The question

Hold a crystal of gallium nitride at a volume larger than it would choose, and it pulls inward. How hard does it pull, and how much energy has the stretching cost? The table follows the cubic zincblende form, a close relative of the usual wurtzite form, through nine volumes at the PBEsol level. For two of the stretched volumes the answers are hidden, and the task is to work them out first.

Ansatz 0.2.0, PBEsol with plane waves and PAW, scalar-relativistic and without spin polarization: zincblende GaN in two-atom cells at fixed atoms, 420 eV cutoff, 10×10×10 k mesh, Gaussian smearing of 0.02 eV. Energies are extrapolated to zero smearing and counted from the elements' standard crystals or gases in the same functional; pressure is positive in compression.

```
volume (Å³/atom)  shortest distance (Å)  energy over elements (eV/atom)  pressure (GPa)
          10.368                  1.888                          -0.519          21.380
          10.403                  1.891                          -0.523          20.450
          10.730                  1.910                          -0.557          12.500
          11.377                  1.948                          -0.581          -0.020
          11.483                  1.954                          -0.580          -1.730
          11.728                  1.968                          -0.575          -5.370
          12.063                  1.986                               ?               ?
          12.786                  2.025                               ?               ?
          13.136                  2.043                          -0.457         -19.680
```

Reading the known rows

A positive pressure means that the cell pushes outward, a negative one that it must be held open by tension. The sign changes almost exactly at a volume of 11.377 Å³/atom, and there the energy is lowest. All rows keep the same crystal structure, with every bond scaled alike, so they can be read as one smooth curve.

The slope of that curve carries the lesson. Between the two compressed volumes 10.403 and 10.730 the pressure falls by 24.3 GPa for each Å³/atom added. Across the wide gap from 11.728 to 13.136, where both hidden rows lie, the average fall is only 10.2. The crystal becomes softer as it expands.

This alone sets a bound. If the slope goes on flattening inside the gap, the curve must sag below the straight line that joins the two ends. The pressures must then lie below −8.8 GPa at the first hidden volume and below −16.1 GPa at the second.

Why a stretched crystal softens

Two influences balance at the resting volume. Electrons squeezed into less space gain kinetic energy, and the exclusion principle raises the cost further by barring them from crowding into the same states. The repulsion this causes grows steeply as atoms approach. The attraction that binds the crystal changes more gently with distance. Compression therefore meets a fast-rising resistance, while stretching works against a bond that is already weakening. This cause is argued, not computed here: the table shows the softening itself, not its division into repulsion and attraction.

A hydrogen molecule pulled apart behaves in the same way. The restoring force first grows almost in proportion to the stretch, then lags behind, passes a maximum and dies away. The likeness holds for the early part only: in the table the tension is still growing at the last row, where the bonds are 4.9% longer than at rest. It also ends where breaking begins, since a crystal can crack along one plane, which the uniform scaling used here excludes.

From a binding curve to a pressure

Let V be the volume, V₀ its value at zero pressure, and x the relative length, so that x³ = V/V₀. A simple binding curve with the right lopsided shape is

E = −D (1 + a) exp(−a), with a = s (x − 1)

Here D sets the depth of the well and s says how quickly the bond weakens with length. The pressure P is minus the derivative of E with respect to V. Since dx/dV = 1/(3V₀x²), the result is the Vinet equation,

P = 3B (1 − x)/x² × exp[s (1 − x)]

where B = Ds²/(9V₀) is the bulk modulus at rest, the resistance to a small change of volume. Fitted to the seven known pressures, the equation gives B = 188.5 GPa and s = 5.062.

One forecast worked in full

Take the hidden volume 12.063, which had no part in the fit. The almost pressure-free row serves as V₀:

x = (12.063/11.377)^(1/3) = 1.0197

P = 3 × 188.5 × (−0.0197)/1.0197² × exp(−5.062 × 0.0197) = −10.7 × 0.905 = −9.7 GPa

The exponential is the weakening of the bond: with bonds only 2% longer, it already removes about a tenth of the pull. The division by x² is geometry: the same force is spread over a larger face, and this would happen even if the bonds were perfect springs.

The energy follows from the pressure, because the work of stretching is the area between the pressure curve and zero. A triangle gives a quick value: half of 9.7 GPa times the added 0.686 Å³/atom (12.063 − 11.377) is about 3.3 GPa Å³, or 0.021 eV. The true curve bulges beyond the triangle, and the exact integral is 0.022 eV. Added to the lowest energy of −0.581 eV/atom, this gives −0.559. The energies are counted from the pure elements, but that reference is the same in every row and drops out of the work.

The forecasts

Both hidden cells should be under tension, with a stronger pull than the straight line gives but a weaker one than a constant stiffness would give. The same steps for the second volume complete the list.

At 12.063 Å³/atom: pressure −9.7 ± 0.1 GPa, energy −0.559 ± 0.002 eV/atom

At 12.786 Å³/atom: pressure −17.0 ± 0.1 GPa, energy −0.498 ± 0.002 eV/atom

The ranges are judgements. They allow for the choice of curve, for small effects of the finite basis and for rounding. They can be narrow because known rows stand on both sides of each hidden one.

The withheld rows as computed:

```
volume (Å³/atom)  shortest distance (Å)  energy over elements (eV/atom)  pressure (GPa)
          12.063                  1.986                          -0.559          -9.700
          12.786                  2.025                          -0.498         -16.990
```

What the calculation gives

All four values fall inside their ranges. The pressures are −9.70 and −16.99 GPa, within about 0.02 GPa of the fitted curve, and the energies agree to the last printed digit. When the work is instead multiplied by a factor fitted to the known energies, the second energy comes out 0.001 eV/atom too high. The ranges were thus wider than this smooth stretch of curve required.

The hits do not single out the exponential binding curve. The Birch-Murnaghan equation, which describes the softening by powers of the length and was fitted to the same seven pressures, misses by less than 0.03 GPa. What both share is a stiffness that falls with volume, and that is the ingredient the data demand. The match between energy and integrated pressure shows that the calculation is consistent with itself; how close PBEsol comes to a real crystal is a matter for experiment.

Where a constant stiffness fails

Keep B fixed at 188.5 GPa and let the pressure follow the change of volume in proportion, as in simple elasticity. The predicted pulls at the two hidden volumes are then 11.4 and 23.4 GPa, too strong by 17% and 38% of the computed values. Not all of this excess comes from weakening bonds. At the first volume the Vinet equation without its exponential gives a pull of 10.7 GPa, so more than a third of the excess is geometry: a force that grows with length, spread over a growing face, cannot keep pace with the volume. On the compressed side the error turns round: at the smallest volume the rule gives 16.7 GPa, where the calculation finds 21.4.

The failure starts early. At 11.728 Å³/atom the bonds are only 1% longer than at rest, yet the rule gives 188.5 × (11.728/11.377 − 1) = 5.8 GPa of tension against a computed 5.4. A single modulus thus overstates the tension by about 8% at this uniform stretch, and by more at every larger volume in the table. The output below lists the fits and the comparisons used here.

Printed output of the fit:

```
fit of pressure on 7 rows: coefficient of 3*(1-x)/x**2*exp(s*(1-x)) 188.5 +/- 0.033, s 5.062; rms 0.00571, worst 10.368 -0.00859, leave-one-out rms 0.0312
  rows outside the fit (model, value, miss): 12.063 -9.717, -9.7, -0.0175; 12.786 -17, -16.99, -0.00685
fit of pressure on 7 rows: coefficient of x**(-7)-x**(-5) 281.6 +/- 0.084, coefficient of (x**(-7)-x**(-5))*(x**(-2)-1) 88.02 +/- 1.2; rms 0.00938, worst 11.728 0.0178, leave-one-out rms 0.0565
  rows outside the fit (model, value, miss): 12.063 -9.676, -9.7, 0.0238; 12.786 -16.96, -16.99, 0.026
fit of energy_over_elements on 7 rows: constant -0.5809 +/- 0.00013, coefficient of work 1.004 +/- 0.0023; rms 0.000219, worst 11.483 -0.000327, leave-one-out rms 0.00028
  rows outside the fit (model, value, miss): 12.063 -0.5588, -0.559, 0.000155; 12.786 -0.4973, -0.498, 0.000657
volume of zero pressure, Å³/atom: 11.38
bulk modulus at zero pressure from the Vinet fit, GPa: 188.5
fall of pressure per volume from 10.403 to 10.730, GPa per (Å³/atom): 24.31
fall of pressure per volume from 11.483 to 11.728, GPa per (Å³/atom): 14.86
fall of pressure per volume from 11.728 to 13.136, GPa per (Å³/atom): 10.16
constant-stiffness pressure at 10.368, GPa: 16.7
constant-stiffness pressure at 12.063, GPa: -11.39
constant-stiffness pressure at 12.786, GPa: -23.37
constant-stiffness pressure at 13.136, GPa: -29.17
chord pressure at 12.063, GPa: -8.775
chord pressure at 12.786, GPa: -16.12
bond stretch from 11.377 to 13.136, percent: 4.877
```
